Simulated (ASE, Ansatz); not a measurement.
# Rock-salt CaO, displaced supercell (64 atoms): geometry optimisation

Aim: bring rock-salt CaO, displaced supercell (64 atoms) to a nearby minimum of the energy and see what moves.

Program: Ansatz 0.2.0. Level of theory: Kohn-Sham DFT, PBE, PAW (set soft_2), plane waves. Results are calculated unless marked as measured.

## 1. The starting structure

The cell holds 64 atoms: 32 Ca and 32 O. Cell: a = 9.622 Å, b = 9.622 Å, c = 9.622 Å, α = 90.0°, β = 90.0°, γ = 90.0°. It derives from CaO (rock-salt), repeated 2×2×2. Rock-salt CaO (a = 4.811 Å), 2 x 2 x 2 conventional cells; every coordinate displaced by a Gaussian of 0.05 Å.

What the set-up can't give: Sampling is at Γ alone, for a cell whose shortest periodic width is 10 Å.

## 2. Single point at the start

A single point comes first, to see the forces before anything moves.

Contents of input.yaml:

```yaml
crystal:
  lattice:
    - [9.622, 0.0, 0.0]
    - [0.0, 9.622, 0.0]
    - [0.0, 0.0, 9.622]
  atoms:
    - { symbol: Ca, position: [0.00189, 0.00183, 0.00555] }
    - { symbol: O, position: [0.25333, 0.99435, 0.00183] }
    - { symbol: Ca, position: [0.00163, 0.23763, 0.24385] }
    - { symbol: O, position: [0.2419, 0.24336, 0.2458] }
    - { symbol: Ca, position: [0.25493, 0.00234, 0.24927] }
    - { symbol: O, position: [0.00213, 0.00122, 0.2513] }
    - { symbol: Ca, position: [0.25117, 0.24953, 0.99743] }
    - { symbol: O, position: [0.00072, 0.25071, 0.00036] }
    - { symbol: Ca, position: [0.00251, 0.00175, 0.49474] }
    - { symbol: O, position: [0.25182, 0.00084, 0.50141] }
    - { symbol: Ca, position: [0.00314, 0.24728, 0.74176] }
    - { symbol: O, position: [0.25228, 0.24419, 0.74563] }
    - { symbol: Ca, position: [0.25551, 0.99901, 0.74692] }
    - { symbol: O, position: [0.9971, 0.99685, 0.74834] }
    - { symbol: Ca, position: [0.23816, 0.24339, 0.50015] }
    - { symbol: O, position: [0.00184, 0.25678, 0.4989] }
    - { symbol: Ca, position: [0.99478, 0.50227, 0.00421] }
    - { symbol: O, position: [0.24832, 0.50504, 0.99475] }
    - { symbol: Ca, position: [0.00334, 0.76015, 0.24574] }
    - { symbol: O, position: [0.24834, 0.74665, 0.2579] }
    - { symbol: Ca, position: [0.25399, 0.48609, 0.25031] }
    - { symbol: O, position: [0.00041, 0.50188, 0.25212] }
    - { symbol: Ca, position: [0.24564, 0.74988, 0.9943] }
    - { symbol: O, position: [0.00069, 0.75348, 0.00272] }
    - { symbol: Ca, position: [0.99568, 0.49386, 0.50415] }
    - { symbol: O, position: [0.24268, 0.49201, 0.50336] }
    - { symbol: Ca, position: [0.00748, 0.75556, 0.75513] }
    - { symbol: O, position: [0.25816, 0.75899, 0.75593] }
    - { symbol: Ca, position: [0.24741, 0.49728, 0.75576] }
    - { symbol: O, position: [0.99702, 0.50975, 0.74913] }
    - { symbol: Ca, position: [0.25365, 0.74534, 0.49981] }
    - { symbol: O, position: [0.00373, 0.74756, 0.49701] }
    - { symbol: Ca, position: [0.50493, 0.00295, 0.00969] }
    - { symbol: O, position: [0.7509, 0.00706, 0.98992] }
    - { symbol: Ca, position: [0.50207, 0.24824, 0.25136] }
    - { symbol: O, position: [0.75552, 0.24891, 0.25014] }
    - { symbol: Ca, position: [0.74253, 0.00152, 0.24968] }
    - { symbol: O, position: [0.49965, 0.99876, 0.24604] }
    - { symbol: Ca, position: [0.74911, 0.25019, 0.00631] }
    - { symbol: O, position: [0.51053, 0.25999, 0.99969] }
    - { symbol: Ca, position: [0.50506, 0.99844, 0.49769] }
    - { symbol: O, position: [0.74381, 0.00905, 0.50046] }
    - { symbol: Ca, position: [0.50465, 0.24655, 0.74821] }
    - { symbol: O, position: [0.74977, 0.2436, 0.75345] }
    - { symbol: Ca, position: [0.74786, 0.99791, 0.75234] }
    - { symbol: O, position: [0.4982, 0.9964, 0.75115] }
    - { symbol: Ca, position: [0.74755, 0.24487, 0.49796] }
    - { symbol: O, position: [0.4981, 0.24556, 0.50845] }
    - { symbol: Ca, position: [0.50271, 0.49924, 0.99967] }
    - { symbol: O, position: [0.7522, 0.50001, 0.00144] }
    - { symbol: Ca, position: [0.50102, 0.74874, 0.23735] }
    - { symbol: O, position: [0.74927, 0.74941, 0.24394] }
    - { symbol: Ca, position: [0.75788, 0.49392, 0.24681] }
    - { symbol: O, position: [0.50353, 0.49816, 0.25415] }
    - { symbol: Ca, position: [0.75224, 0.74868, 0.99758] }
    - { symbol: O, position: [0.50391, 0.74542, 0.99345] }
    - { symbol: Ca, position: [0.50178, 0.50235, 0.49382] }
    - { symbol: O, position: [0.74741, 0.50305, 0.49594] }
    - { symbol: Ca, position: [0.50048, 0.75039, 0.74977] }
    - { symbol: O, position: [0.75262, 0.75115, 0.75337] }
    - { symbol: Ca, position: [0.74813, 0.50355, 0.75223] }
    - { symbol: O, position: [0.50221, 0.49394, 0.74628] }
    - { symbol: Ca, position: [0.74586, 0.7497, 0.50566] }
    - { symbol: O, position: [0.50702, 0.74577, 0.50531] }
kpoints:
  mp_grid: { grid: [1, 1, 1] }
hamiltonian:
  xc: pbe
scf:
  occupations: { method: fermi_dirac, width: 0.05 }
output:
  forces: true
  stress: true
  populations: true
  dos:
    method: { smearing: { sigma: 0.08 } }
    de: 0.1
    projected: { site_lists: { Ca: [Ca], O: [O] } }
  eigenvalues: true
```

Started as:

```sh
> ansatz run input.yaml --threads 4 --pin off --max-ram 8192MiB --backend cpu --events-out ev --progress --plain --runs-dir out
```

Numbers of over 12 decimals in the logs are rounded to 6 here.

The log of the run:

```text
Engine: ansatz 0.2.0, aarch64-unknown-linux-gnu
Pseudopotentials: kind: paw
Pseudopotential: Ca, paw, valence charge 10, recommended cutoff 420 eV (normal), Ca.paw.azcp
Pseudopotential: O, paw, valence charge 6, recommended cutoff 420 eV (normal), O.paw.azcp
Functional definition: PBE
  parameter kappa = 0.804
  parameter beta = 0.066725
  exchange = pbe_x(kappa = kappa, mu = beta*pi^2/3)
  correlation = pbe_c(beta = beta)
Crystal: 64 atoms, lattice volume = 890.833 Å³
Basis set: ecut = 420 eV, 17365 PW (Γ), exchange–correlation on 144×144×144 points (8 copies of the dense FFT grid, shifted against one another)
Bands: 320, of which v1, the nominal top of the filled ones, is band 256 counted from 1 (255 counted from 0)
Symmetry: 1 space group operations
Space group: P1 (ITA 1), of the structure as read, at distance tolerance 9.6e-5 Å
k-points: 1
Non-local potential: Ca, projectors of the file, l = 0: 3, l = 1: 2, l = 2: 2
Non-local potential: O, projectors of the file, l = 0: 2, l = 1: 2, l = 2: 1
PAW form: soft (Blöchl's): semilocal exchange-correlation on the pseudo side does not see the compensation charge
PAW one-centre angular grid: Ca, 110 points (default); XC on 64 Gauss nodes
PAW one-centre angular grid: O, 110 points (default); XC on 64 Gauss nodes
Initial density: superposition of atomic densities (neutral atoms: chi_scale 0, normalization atom), corrected by the library's trained network
Initial wavefunctions: pseudopotential atomic-orbital guess
Functional: x = pbe(κ = 0.804, μ = 0.219515), c = pbe(β = 0.066725)
SCF iter   1: F=—  HF=-76402.944022 eV  |F-HF|=—  |Δ(HF+E_count)|=         —  Δρ=3.32e-3  dr2=1.06e-1  ethr=1.77e-3  ⟨swp⟩=8.0  Hψ=1484  notcnv=0  defer=13
preconditioner: auto → Resta (q_TF=auto, 2.488 Å⁻¹)  ε∞=3.4  [insulator: Δε(μ)=3.509 eV  Ē_g=17.013 eV  σ=0.050 eV  W_gap=1.00  n_scr=250 (ndim 8)  ℏωp=26.3 eV  f_vac=0.000  D(μ)=0.00/eV (n_scr^D=0)  ε∞_Penn≈3.4]
SCF iter   2: F=—  HF=-76402.926970 eV  |F-HF|=—  |Δ(HF+E_count)|=   1.71e-2  Δρ=1.66e-3  dr2=1.32e-2  ethr=2.08e-5  ⟨swp⟩=2.0  Hψ=496  notcnv=0  defer=53
SCF iter   3: F=—  HF=-76402.925381 eV  |F-HF|=—  |Δ(HF+E_count)|=   1.59e-3  Δρ=5.10e-4  dr2=1.40e-3  ethr=2.58e-6  ⟨swp⟩=2.0  Hψ=392  notcnv=0  defer=53
SCF iter   4: F=—  HF=-76402.926258 eV  |F-HF|=—  |Δ(HF+E_count)|=   8.76e-4  Δρ=7.73e-5  dr2=4.23e-5  ethr=2.73e-7  ⟨swp⟩=3.0  Hψ=516  notcnv=0  defer=53
SCF iter   5: F=—  HF=-76402.928042 eV  |F-HF|=—  |Δ(HF+E_count)|=   1.78e-3  Δρ=5.17e-5  dr2=1.94e-5  ethr=8.25e-9  ⟨swp⟩=2.0  Hψ=521  notcnv=0  defer=53
SCF iter   6: F=—  HF=-76402.928042 eV  |F-HF|=—  |Δ(HF+E_count)|=   1.70e-7  Δρ=1.40e-5  dr2=1.27e-6  ethr=3.78e-9  ⟨swp⟩=2.0  Hψ=392  notcnv=0  defer=53
SCF iter   7: F=—  HF=-76402.928043 eV  |F-HF|=—  |Δ(HF+E_count)|=   1.05e-6  Δρ=3.77e-6  dr2=1.21e-7  ethr=2.47e-10  ⟨swp⟩=2.0  Hψ=378  notcnv=0  defer=53
SCF iter   8: F=-76402.928043 eV  HF=-76402.928043 eV  |F-HF|=3.65e-8  |Δ(HF+E_count)|=   6.14e-8  Δρ=2.80e-6  dr2=5.88e-8  ethr=1.95e-11  ⟨swp⟩=22.0  Hψ=1514  notcnv=0
SCF 1 converged in 8 iterations: F = -76402.928043 eV  dr2 = 5.88e-8
  greatest PAW one-centre occupation: 0.995 electrons in one spin orbital (limit 2), on the Ca atom at site 2 (counted from 0), in its partial waves of l = 0
SCF converged after 8 iterations
Free energy (F): -76402.928043 eV
Harris-Foulkes:  -76402.928043 eV  (|F-HF|=3.65e-8)
Internal energy: -76402.928043 eV  (E = F + TS)
E sigma→0 (E₀):  -76402.928043 eV
Fermi energy:    9.547505 eV
--- Per-component energies (eV) ---
  E_band       = -3240.158634
  E_kinetic    = 14606.418266
  E_local      = -28692.864839  (includes V_loc(G=0)·N_el)
  E_nonlocal   = 3568.779439
  E_hartree    = 9534.667910
  E_xc         = -6826.074296
  E_vxc        = -8588.220896  (∫ρ·V_xc dr)
  E_paw        = -32523.803552  (= ΣΔE_a)
  E_vpaw       = -3203.688689  (= ΣTr[D̂ρ^β])
  E_aug_tail   = 0.077787  (compensation charges beyond the density's cutoff)
  E_ewald      = -36070.128759
  E_smearing   = -0.000000  (= −TS)
  E_closure    = -0.000000  (closes the sum)
  Σ components = -76402.928043   (vs F -76402.928043, Δ=0.00e0)
--- Forces (eV/Å), atoms counted from 1 ---
  atom   1  Ca    -0.13904109     0.03798562    -0.78755107
  atom   2  O     -0.03631654     0.53029359     0.14778049
  atom   3  Ca    -0.17189605     1.08832611     0.27286562
  atom   4  O      0.72241560     0.09989739    -0.03181228
  atom   5  Ca    -0.15842103    -0.61666138     0.14355518
  atom   6  O     -0.19642365     0.00097428    -0.10594864
  atom   7  Ca    -0.13902887    -0.03959293    -0.29223622
  atom   8  O      0.28024689    -0.03143777    -0.03815066
  atom   9  Ca    -0.20843824    -0.67793796     0.56301204
  atom  10  O     -0.13865244    -0.12088823    -0.32566663
  atom  11  Ca    -0.54091738    -0.04045880     0.79485506
  atom  12  O     -0.32723202     0.24491479     0.50386870
  atom  13  Ca    -0.02365444     0.05471479     0.19553803
  atom  14  O      0.28724528     0.34645616    -0.04504515
[...]
atom  63  Ca     0.70733603    -0.25548687    -0.41497672
  atom  64  O     -0.34370288     0.31791262    -0.38911900
  max |Σ_I F_I| component: 5.64e-5 eV/Å
--- Stress (GPa, compression-positive) ---
        2.819920      -0.016450      -0.006736
       -0.016450       3.062368       0.029085
       -0.006736       0.029085       2.989919
  P = ⅓ Tr σ = 2.9574 GPa (29.574 kbar)
--- Band table (eV) ---
  k-point 0: bands = ["-30.5374", "-30.3804", "-30.3394", "-30.1995", [... 304 levels ...], "14.9252", "14.9388", "14.9665", "14.9926", "15.0276", "15.0530", "15.0842", "15.2430", "15.2763", "15.3118", "15.3382", "15.3758"]
--- Löwdin populations: 64 sites ---
  site symbol       q [e]
     0     Ca      8.3460
     1      O      7.3369
     2     Ca      8.3418
[...]
63      O      7.3416
  spilling = 0.019652 (of n_electrons = 512.000000)
```

It took 12 s on 4 threads of Arm Neoverse V2, shared host; peak memory 1.1 GiB; 42 s of CPU time.

In the SCF lines HF is the Harris–Foulkes energy and dr2 the Hartree energy of the density residual, in eV; the loop may stop once dr2 is under the threshold and the program's other checks hold. Hψ counts applications of the Hamiltonian.

The run gave:

- free energy: -76402.9280 eV
- free energy per atom: -1193.7958 eV/atom
- SCF cycles: 8
- pressure: 2.957 GPa
- r.m.s. force component: 0.41 eV/Å
- longest force: 1.395 eV/Å
- Fermi energy: 9.548 eV
- gap (highest filled to lowest empty level): 3.441 eV
- spilling of the projection: 0.01965

The r.m.s. force component of 0.41 eV/Å and the pressure of 3.0 GPa set the starting point.

Length of the force by element:

| element | coordination | atoms | mean length of the force (eV/Å) | spread | least | most |
| --- | --- | --- | --- | --- | --- | --- |
| Ca | all | 32 | 0.720 | 0.348 | 0.117 | 1.39 |
| O | all | 32 | 0.552 | 0.252 | 0.145 | 1.11 |

## 3. Cell and atoms relaxed

Cell and atoms are freed together, to release stress as well as forces.

input.yaml, the sections that differ from step 2:

```yaml
output:
  forces: true
relax:
  f_tol: 0.05
  max_steps: 200
  cell: {}
# crystal, kpoints, hamiltonian, scf: as in step 2
```

The log of the run:

```text
[...]
Crystal: 64 atoms, lattice volume = 890.833 Å³
Basis set: ecut = 420 eV, 17365 PW (Γ), exchange–correlation on 144×144×144 points (8 copies of the dense FFT grid, shifted against one another)
Bands: 320, of which v1, the nominal top of the filled ones, is band 256 counted from 1 (255 counted from 0)
Symmetry: 1 space group operations
[...]
k-points: 1
[...]
SCF iter   1: F=—  HF=-76402.944022 eV  |F-HF|=—  |Δ(HF+E_count)|=         —  Δρ=3.32e-3  dr2=1.06e-1  ethr=1.77e-3  ⟨swp⟩=8.0  Hψ=1484  notcnv=0  defer=13
[...]
SCF iter   8: F=-76402.928043 eV  HF=-76402.928043 eV  |F-HF|=3.65e-8  |Δ(HF+E_count)|=   6.15e-8  Δρ=2.80e-6  dr2=5.87e-8  ethr=1.95e-11  ⟨swp⟩=4.0  Hψ=805  notcnv=0
SCF 1 converged in 8 iterations: F = -76402.928043 eV  dr2 = 5.87e-8
[...]
relax step   1: F+E_penalty+E_count = -76402.92804334 eV  Δ(F+E_penalty+E_count) = +0.000e0 eV  max|allowed force component| = 1.342e0 eV/Å  Δτ_max = 0.0000 Å  P = +2.957 GPa  Ω = 890.833 Å³  (8 SCF iters, dr2 threshold 1.00e-7 eV, accepted)
[...]
relax step   2: F+E_penalty+E_count = -76403.69953726 eV  Δ(F+E_penalty+E_count) = -7.715e-1 eV  max|allowed force component| = 8.378e-1 eV/Å  Δτ_max = 0.1948 Å  P = -0.276 GPa  Ω = 913.036 Å³  energy of the carried Pulay correction = -5.929e-2 eV  (7 SCF iters, dr2 threshold 6.40e-6 eV, accepted)
[...]
relax step   3: F+E_penalty+E_count = -76404.47653586 eV  Δ(F+E_penalty+E_count) = -7.770e-1 eV  max|allowed force component| = 1.270e-2 eV/Å  Δτ_max = 0.1025 Å  P = +0.065 GPa  Ω = 908.940 Å³  energy of the carried Pulay correction = -4.846e-2 eV  (7 SCF iters, dr2 threshold 6.40e-6 eV, accepted)
[...]
relax step   4: F+E_penalty+E_count = -76404.47574719 eV  Δ(F+E_penalty+E_count) = +7.887e-4 eV  max|allowed force component| = 6.206e-4 eV/Å  Δτ_max = 0.0035 Å  P = +0.000 GPa  Ω = 909.466 Å³  energy of the carried Pulay correction = -4.985e-2 eV  (7 SCF iters, dr2 threshold 1.50e-8 eV, accepted)
relax step   5: F+E_penalty+E_count = -76404.54691886 eV  Δ(F+E_penalty+E_count) = -7.117e-2 eV  max|allowed force component| = 6.265e-4 eV/Å  Δτ_max = 0.0000 Å  P = +0.111 GPa  Ω = 909.466 Å³  stress off target by 1.12e-1 GPa  SCF on the basis re-selected at this cell (its energy is not comparable with the rows above)  (6 SCF iters)
[...]
relax step   6: F+E_penalty+E_count = -76404.54498475 eV  Δ(F+E_penalty+E_count) = +1.934e-3 eV  max|allowed force component| = 1.076e-3 eV/Å  Δτ_max = 0.0002 Å  P = +0.004 GPa  Ω = 910.378 Å³  energy of the carried Pulay correction = -2.261e-3 eV  (5 SCF iters, dr2 threshold 3.13e-8 eV, accepted)
[...]
relax step   7: F+E_penalty+E_count = -76404.54498476 eV  Δ(F+E_penalty+E_count) = -6.985e-9 eV  max|allowed force component| = 1.079e-3 eV/Å  Δτ_max = 0.0000 Å  P = +0.005 GPa  Ω = 910.378 Å³  stress off target by 5.65e-3 GPa  SCF on the basis re-selected at this cell (its energy is not comparable with the rows above)  (6 SCF iters)
[...]
SCF converged after 6 iterations
Free energy (F): -76404.544985 eV
[...]
Internal energy: -76404.544985 eV  (E = F + TS)
E sigma→0 (E₀):  -76404.544985 eV
Fermi energy:    9.279130 eV
[...]
--- Forces (eV/Å), atoms counted from 1 ---
  atom   1  Ca    -0.00004671    -0.00059305    -0.00001135
  atom   2  O      0.00008630     0.00015746     0.00013690
  atom   3  Ca     0.00001044    -0.00003839     0.00101623
  atom   4  O      0.00014127    -0.00014440     0.00020601
  atom   5  Ca    -0.00024617     0.00004602    -0.00025741
  atom   6  O     -0.00010086     0.00031117    -0.00021060
  atom   7  Ca     0.00029369    -0.00048320    -0.00004763
  atom   8  O      0.00002457     0.00003190     0.00003241
  atom   9  Ca    -0.00044573     0.00057326    -0.00023805
  atom  10  O     -0.00014703     0.00017865    -0.00007396
  atom  11  Ca    -0.00021768     0.00024349    -0.00012751
  atom  12  O      0.00006771    -0.00002079     0.00011701
  atom  13  Ca     0.00042417    -0.00000777     0.00046557
  atom  14  O      0.00017345     0.00038539     0.00004810
[...]
atom  63  Ca    -0.00026205     0.00007489    -0.00011743
  atom  64  O     -0.00028716     0.00027830     0.00001124
  max |Σ_I F_I| component: 2.78e-4 eV/Å
--- Stress (GPa, compression-positive) ---
        0.004986      -0.000306      -0.000338
       -0.000306       0.004908       0.000365
       -0.000338       0.000365       0.005034
  P = ⅓ Tr σ = 0.0050 GPa (0.050 kbar)
--- Relaxed structure (5 steps of the walk, 5 accepted, 2 SCFs on fresh bases) ---
  F+E_penalty+E_count = -76404.54498476 eV   max|allowed force component| = 1.079e-3 eV/Å   (the final SCF, on the basis selected at the relaxed cell)
  cell:  # Å, volume = 910.3780 Å³
    - [9.691862, 1.9647577652458768e-5, 2.1700709230088977e-5]
    - [1.9647577652458768e-5, 9.691867, -2.341454632318366e-5]
    - [2.1700709230088977e-5, -2.341454632318366e-5, 9.691859]
  atoms:
    - { symbol: Ca, position: [0.000784318, -0.000613428, -0.000236175] }
    - { symbol: O, position: [0.250778, 0.999378, -0.000237444] }
    - { symbol: Ca, position: [0.000779019, 0.249379, 0.249754] }
    - { symbol: O, position: [0.250778, 0.249381, 0.249757] }
[...]
- { symbol: O, position: [0.500787, 0.749375, 0.499762] }
```

Run time: 53 s. Hardware: 4 threads; peak memory 1.1 GiB.

Relaxation path:

| step | energy less that of the first step (eV) | largest force component (eV/Å) | pressure (GPa) | volume (Å³) |
| --- | --- | --- | --- | --- |
| 1 | 0.0000 | 1.3417 | 2.96 | 890.83 |
| 2 | -0.7715 | 0.8378 | -0.28 | 913.04 |
| 3 | -1.5485 | 0.0127 | 0.06 | 908.94 |
| 4 | -1.5477 | 0.0006 | 0.00 | 909.47 |
| 5* | -1.6189 | 0.0006 | 0.11 | 909.47 |
| 6 | -1.6169 | 0.0011 | 0.00 | 910.38 |
| 7* | -1.6169 | 0.0011 | 0.00 | 910.38 |

Relaxation steps marked * repeat the geometry before them on a plane-wave basis chosen anew for their cell, so energy and pressure can jump there.

| cell as run | before | after | change |
| --- | --- | --- | --- |
| a (Å) | 9.622 | 9.692 | +0.7 % |
| b (Å) | 9.622 | 9.692 | +0.7 % |
| c (Å) | 9.622 | 9.692 | +0.7 % |
| volume (Å³/atom) | 13.92 | 14.22 | +2.2 % |

The atoms that moved most (Å, as changes of fractional coordinates times the final cell):

| atom | dx | dy | dz | length |
| --- | --- | --- | --- | --- |
| O40 | -0.095 | -0.103 | 0.001 | 0.140 |
| Ca15 | 0.122 | 0.058 | -0.004 | 0.135 |
| Ca21 | -0.031 | 0.129 | -0.005 | 0.133 |
| O28 | -0.072 | -0.093 | -0.060 | 0.132 |
| Ca3 | -0.008 | 0.114 | 0.057 | 0.128 |
| O34 | -0.001 | -0.074 | 0.095 | 0.121 |
| Ca51 | -0.002 | 0.006 | 0.120 | 0.120 |
| O42 | 0.068 | -0.094 | -0.007 | 0.116 |

The relaxation changed the energy by -25.3 meV/atom, and atoms moved by 0.077 Å r.m.s., 0.14 Å at most.

## 4. Local order after relaxation

Bonds before and after, by the cutoffs listed below:

| pair | bonds before | bonds after | mean before (Å) | mean after (Å) | spread before (Å) | spread after (Å) |
| --- | --- | --- | --- | --- | --- | --- |
| Ca-O | 192 | 192 | 2.407 | 2.423 | 0.061 | 0.000 |

Density 3.27 g/cm³, 14.22 Å³ an atom.

g(r), total and by pair (bins of 0.2 Å):

| r (Å) | total | Ca-Ca | Ca-O | O-O |
| --- | --- | --- | --- | --- |
| 2.40 | 5.75 | 0.00 | 11.55 | 0.00 |
| 2.60 | 0.00 | 0.00 | 0.00 | 0.00 |
| 2.80 | 0.00 | 0.00 | 0.00 | 0.00 |
| 3.00 | 0.00 | 0.00 | 0.00 | 0.00 |
| 3.20 | 0.00 | 0.00 | 0.00 | 0.00 |
| 3.40 | 5.80 | 11.60 | 0.00 | 11.60 |
| 3.60 | 0.00 | 0.00 | 0.00 | 0.00 |
| 3.80 | 0.00 | 0.00 | 0.00 | 0.00 |
| 4.00 | 0.00 | 0.00 | 0.00 | 0.00 |
| 4.20 | 2.60 | 0.00 | 5.20 | 0.00 |
| 4.40 | 0.00 | 0.00 | 0.00 | 0.00 |
| 4.60 | 0.00 | 0.00 | 0.00 | 0.00 |
| 4.80 | 1.46 | 2.92 | 0.00 | 2.92 |
| 5.00 | 0.00 | 0.00 | 0.00 | 0.00 |
| 5.20 | 0.00 | 0.00 | 0.00 | 0.00 |
| 5.40 | 4.62 | 0.00 | 9.25 | 0.00 |
| 5.60 | 0.00 | 0.00 | 0.00 | 0.00 |
| 5.80 | 0.00 | 0.00 | 0.00 | 0.00 |
| 6.00 | 3.87 | 7.75 | 0.00 | 7.75 |
| 6.20 | 0.00 | 0.00 | 0.00 | 0.00 |
| 6.40 | 0.00 | 0.00 | 0.00 | 0.00 |
| 6.60 | 0.00 | 0.00 | 0.00 | 0.00 |
| 6.80 | 1.44 | 2.88 | 0.00 | 2.88 |
| 7.00 | 0.00 | 0.00 | 0.00 | 0.00 |
| 7.20 | 3.21 | 0.00 | 6.40 | 0.00 |
| 7.40 | 0.00 | 0.00 | 0.00 | 0.00 |
| 7.60 | 2.31 | 4.61 | 0.00 | 4.61 |
| 7.80 | 0.00 | 0.00 | 0.00 | 0.00 |

Bonds by pair of elements; cutoffs follow the first minimum of g(r), held within bounds set by covalent radii, and pairs that aren't listed don't count as bonded:

| pair A-B | cutoff (Å) | bonds | mean length (Å) | spread (Å) | shortest (Å) | B about A | A about B |
| --- | --- | --- | --- | --- | --- | --- | --- |
| Ca-O | 2.83 | 192 | 2.42 | 0 | 2.42 | 6 | 6 |

How many atoms have how many bonded neighbours:

| element | mean | 6 |
| --- | --- | --- |
| Ca | 6 | 32 |
| O | 6 | 32 |

Bond angles (no mean is given where the spread exceeds 20°):

| angle | count | mean (°) | spread (°) |
| --- | --- | --- | --- |
| Ca-O-Ca | 480 | - | - |
| O-Ca-O | 480 | - | - |

By these cutoffs all Ca atoms have 6 and all O atoms have 6 bonded neighbours.

(Part 1 of 2 ends here.)

[Logs are printed without paths, hosts, clocks, repeated set-up lines and the standing remarks that a program may print on its own settings, such as how far it seeks lower states.]

[Hosts, paths, dates, database ids (printed as entryN), source tags and the programs' standing remarks are cut or masked in the printed files.]
